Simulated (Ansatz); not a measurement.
# SiO2: the cost of one run

Program: Ansatz 0.2.0. Level of theory: DFT PBE, scalar-relativistic, plane waves, PAW. These are calculated values, not measurements.

4 further runs of the same task are left out: 4 set aside as unsound or not needed.

### Step 1. The starting structure

The cell holds 24 atoms (O16Si7Yb): a = 7.108 Å, b = 7.108 Å, c = 7.372 Å, α = 90.00°, β = 90.00°, γ = 90.00°.

The coordinates of this cell stand in the input of its own run.

The host was relaxed before at PBE: a = 5.026 Å, b = 5.026 Å, c = 7.372 Å, α = 90.00°, β = 90.00°, γ = 90.00° (conventional cell), 15.520 Å³/atom.

Places, in fractions of the supercell: Yb in place of Si at (0.500, 0.000, 0.500). The start keeps the symmetry of the ideal site.

### Step 2. Band edges of the host over the zone

input.yaml reads:

```yaml
crystal:
  lattice:
    - [-2.5131486988, 2.5131486988, 3.6858705117]
    - [2.5131486988, -2.5131486988, 3.6858705117]
    - [2.5131486988, 2.5131486988, -3.6858705117]
  atoms:
    - { symbol: Si, position: [0.0, 0.0, 0.0] }
    - { symbol: Si, position: [0.75, 0.25, 0.5] }
    - { symbol: O, position: [0.375, 0.217478609, 0.342478609] }
    - { symbol: O, position: [0.967478609, 0.625, 0.842478609] }
    - { symbol: O, position: [0.782521391, 0.125, 0.157521391] }
    - { symbol: O, position: [0.875, 0.032521391, 0.657521391] }
basis:
  ecutwfc: 420
  xc_grid: 2
kpoints:
  mp_grid: { grid: [6, 6, 6] }
  band_path: { path: [VBM, CBM], npoints: 2 }
hamiltonian:
  xc: pbe
scf:
  occupations: { method: gaussian, width: 0.02 }
output:
  forces: true
  stress: true
  eigenvalues: true
```

Command:

```console
$ ansatz run input.yaml --threads 8 --pin off --max-ram 16384MiB --backend cpu --events-out ev --progress --plain --runs-dir out
```

Q: Estimate wall time and peak memory on 8 threads of Arm Neoverse V2, shared host.

About 2.1 s, with a peak of 0.32 GiB.
